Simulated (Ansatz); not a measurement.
Runs of Ansatz 0.2.0 on In. The structure is tetragonal, space group I4/mmm (No. 139). The conventional cell has a = 3.251 Å, b = 3.251 Å, c = 4.947 Å, α = 90.00°, β = 90.00°, γ = 90.00°. In (site symmetry 4/mmm) has 12 In at 3.25 to 3.38 Å as nearest neighbours. 

```tsv
task	level	potentials or basis	spin	cell	k mesh	cutoff (eV)	smearing	other keys	mesh quality	gap on the mesh (eV)	pressure (GPa)	moment (μB)
electric field gradients	PBE+D3(BJ)-ATM	Ansatz PAW polarizable	off	as given	11 × 11 × 11	420	gaussian 0.05 eV	hamiltonian.xc = pbe; kpoints.mp_grid.shift = [0.5, 0.5, 0.5]	not flagged	none	0.2	-
single point	PBE	Ansatz PAW	off	cell strained at random at fixed volume	11 × 11 × 11	420	fermi-dirac 0.05 eV	-	not flagged	none	2.1	-
single point	PBE	Ansatz PAW	off	as given	11 × 11 × 11	420	fermi-dirac 0.05 eV	-	not flagged	none	2.0	-
single point	HSE03	Ansatz PAW	collinear, program default start	as given	7 × 7 × 7	420	gaussian 0.1 eV	-	coarse	none	(a)	0.00
electrostatic potential	m-r2SCAN	Ansatz PAW	non-collinear, ferromagnetic start, SOC	volume scaled by 0.88	11 × 11 × 11	500	fermi-dirac 0.01 eV	-	not flagged	none	7.9	0.00
```

Q: Estimate the missing entries.

A: (a) 0.4.

Caveats: some runs use coarse meshes; the PAW data sets come from PBE, with cores solved anew for the run's functional, which leaves a small shift of forces and pressure (some runs); the thresholds are loose for stress (some runs); pairwise dispersion overbinds metals, which lowers pressure and volume (some runs); the starting moments weren't kept (some runs).

A k mesh can miss the band edges, and rows without SOC leave out spin-orbit coupling on In.

A gap of «none» marks a metal or a gap under the smearing width.
